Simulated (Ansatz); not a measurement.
## SiO2 and a variant

Base: a computed structure from the Materials Project (it need not be an observed phase), ions relaxed with PBE at fixed cell.

```yaml
crystal:
  lattice:
    - [-4.45849, 4.45849, 4.45849]
    - [4.45849, -4.45849, 4.45849]
    - [4.45849, 4.45849, -4.45849]
  atoms:
    - { symbol: Si, position: [0.50000, 0.75000, 0.25000] }
    - { symbol: Si, position: [0.75000, 0.50000, 0.25000] }
    - { symbol: Si, position: [0.25000, 0.75000, 0.50000] }
    - { symbol: Si, position: [0.25000, 0.50000, 0.75000] }
    - { symbol: Si, position: [0.50000, 0.25000, 0.75000] }
    - { symbol: Si, position: [0.75000, 0.25000, 0.50000] }
    - { symbol: O, position: [0.67880, 0.38635, 0.00000] }
    - { symbol: O, position: [0.29245, 0.61365, 0.61365] }
    - { symbol: O, position: [0.67880, 0.00000, 0.38635] }
    - { symbol: O, position: [0.38635, 0.67880, 0.00000] }
    - { symbol: O, position: [0.00000, 0.67880, 0.38635] }
    - { symbol: O, position: [0.61365, 0.29245, 0.61365] }
    - { symbol: O, position: [0.61365, 0.61365, 0.29245] }
    - { symbol: O, position: [0.00000, 0.38635, 0.67880] }
    - { symbol: O, position: [0.38635, 0.00000, 0.67880] }
    - { symbol: O, position: [0.32120, 0.32120, 0.70755] }
    - { symbol: O, position: [0.70755, 0.32120, 0.32120] }
    - { symbol: O, position: [0.32120, 0.70755, 0.32120] }
```

Atom numbers follow the list; atoms alike are taken as one site, whose name carries the number of the first.

Computed with Ansatz: DFT, PBE, plane waves and PAW (field gradients read without the response of the frozen cores, which leaves them typically 4 to 6 % off), scalar-relativistic, 420 eV cutoff, Γ-centred 4×4×4 k-points, Fermi–Dirac smearing 0.02 eV.

Problem. Variant: atom 16 (O) moved by 0.10 Å along (-0.059, -0.005, -0.080) Å. What happens to the gradients (10²¹ V/m²)?

Solution. 

```csv
site,atoms,V_zz base,η base,V_zz variant,η variant
Si1,1,-0.73,0.00,-0.73,0.09
Si3,3,-0.73,0.00,-0.73,0.13
Si4,4,-0.73,0.00,1.02,0.79
Si5,5,-0.73,0.00,-0.69,0.94
O7,7,10.41,0.12,10.38,0.10
O8,8,10.41,0.12,10.57,0.13
O9,9,10.41,0.12,10.43,0.12
O10,10,10.41,0.12,10.42,0.13
O11,"11, 17",10.41,0.12,10.41,0.12
O12,12,10.41,0.12,10.40,0.13
O14,14,10.41,0.12,10.47,0.13
O15,15,10.41,0.12,10.42,0.14
O16,16,10.41,0.12,10.16,0.23
O18,18,10.41,0.12,10.44,0.12
```

The largest change of V_zz along a kept axis is on O16, from 10.41 to 10.16. The whole tensor moves most on Si4, by 0.94 along its most changed direction. In per cent, |V_zz| changes by -5 to +1 on Si, -2 to +1 on O (all sites that start above 0.5, bar those whose gradient vanishes or changes sign or whose main axis turns by over 40°). Where |V_zz| stays above 0.1 and the axes keep their order, η moves most on Si5, from 0.00 to 0.94. On Si4 the largest principal value lies along another axis in the second run, so the two V_zz can't be compared directly. The table leaves out 3 of the 17 sites, with |V_zz| up to 10.42; their tensors move by 0.05 at most along any direction. The statements above cover all sites. The number of symmetry-distinct sites goes from 2 to 18.

For the variant: The atoms aren't relaxed after the move (largest force 2.1 eV/Å).
